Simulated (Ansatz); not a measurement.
**BN: stable or not**

It was relaxed at this level from a Materials Project cell.

Method: DFT PBE, scalar-relativistic, plane waves, PAW (Ansatz 0.2.0). The final run on the 2-atom cell used 420 eV, a Γ-centred 12×12×12 mesh, 0.02 eV smearing and no spin polarisation.

```cif
data_structure
_symmetry_space_group_name_H-M 'R3m:H'
_symmetry_Int_Tables_number 160
_cell_length_a 2.5121
_cell_length_b 2.5121
_cell_length_c 12.5378
_cell_angle_alpha 90.000
_cell_angle_beta 90.000
_cell_angle_gamma 120.000
_cell_volume 68.52
loop_
_atom_site_label
_atom_site_type_symbol
_atom_site_symmetry_multiplicity
_atom_site_Wyckoff_symbol
_atom_site_fract_x
_atom_site_fract_y
_atom_site_fract_z
_atom_site_occupancy
B1 B 3 a 0.00000 0.00000 0.00044 1
N1 N 3 a 0.66667 0.33333 0.00046 1
```

The zero of energy is the elements' standard structures at the same level (N₂ as a molecule); no fitted shifts are applied.

Q: These tests were run: energy against the elements; phonons at Γ. What do they show?

A:

```json
{"test": "energy against the elements", "result": "−1.251 eV/atom"}
{"test": "phonons at Γ", "result": "lowest optical mode 776 cm⁻¹"}
```

It fails none of these tests. Competing phases weren't compared here. Phonons away from Γ weren't computed.

Weakly bound directions are ill-defined at this level, which has no dispersion term. The run for the phonons used a 12×12×12 k mesh.
